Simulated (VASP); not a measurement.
Write the native input for VASP 6.6.1 that does the following.

```yaml
Task: relaxation of cell and atoms
Functional: LDA
Potentials_or_basis: VASP PAW LDA potentials, release 64 (Zr_sv, Si, O)
Cutoff: 600 eV
k_mesh: 6 × 6 × 6
Occupations: gaussian, width 0.03 eV
Spin: no spin polarisation
Further_INCAR_settings: ALGO = Normal; EDIFF = 1e-07; IBRION = 2; EDIFFG = -0.005; NSW = 90; ISIF = 3
```

The structure of ZrSiO4 (Zircon) lies in POSCAR:

```
ZrSiO4                                  
1.0
   -3.2816084159      3.2816084159      2.9720456523
    3.2816084159     -3.2816084159      2.9720456523
    3.2816084159      3.2816084159     -2.9720456523
  Zr              Si              O             
     2     2     8
Direct
     0.7500000000000000    0.2500000000000000    0.5000000000000000
     0.0000000000000000    0.0000000000000000    0.0000000000000000
     0.2500000000000000    0.7500000000000000    0.5000000000000000
     0.5000000000000000    0.5000000000000000    0.0000000000000000
     0.1343933822266204    0.3191653884571990    0.8152279937694215
     0.0691653884571990    0.7539373946877704    0.6847720062305785
     0.5039373946877704    0.3191653884571990    0.1847720062305786
     0.0691653884571990    0.3843933822266203    0.3152279937694215
     0.6156066177733797    0.9308346115428010    0.6847720062305785
     0.6808346115428010    0.8656066177733797    0.1847720062305786
     0.2460626053122295    0.9308346115428010    0.3152279937694215
     0.6808346115428010    0.4960626053122295    0.8152279937694215
```

The input as run:

INCAR

```
PREC = Accurate
ENCUT = 600
EDIFF = 1E-7
ISMEAR = 0
SIGMA = 0.03
LREAL = F
LASPH = T
NELM = 80
ALGO = Normal
ISIF = 3
LWAVE = F
LCHARG = F
GGA = CA
IBRION = 2
NSW = 90
EDIFFG = -0.005
KPAR = 4
```

KPOINTS

```
Automatic mesh
0
Gamma
  6 6 6
```

Potentials or basis: VASP PAW LDA potentials, release 64 (Zr_sv, Si, O).

Launch:

```console
$ cat potpaw_LDA.64/Zr_sv/POTCAR potpaw_LDA.64/Si/POTCAR potpaw_LDA.64/O/POTCAR > POTCAR
$ mpirun -np 4 vasp_std > vasp.out
```

Results of the run:

- Pressure after relaxing: 0.0 GPa
- Largest force after relaxing: 0.004 eV/Å
- Band gap on the k mesh: 4.78 eV, indirect (least direct gap 5.05 eV)

Caveat: the relaxation stopped at its first step, so nothing moved.

Wall time 68 s on 4 MPI ranks on Intel(R) Xeon(R) Platinum 8488C (Sapphire Rapids) (shared host), peak memory 0.37 GiB a rank.
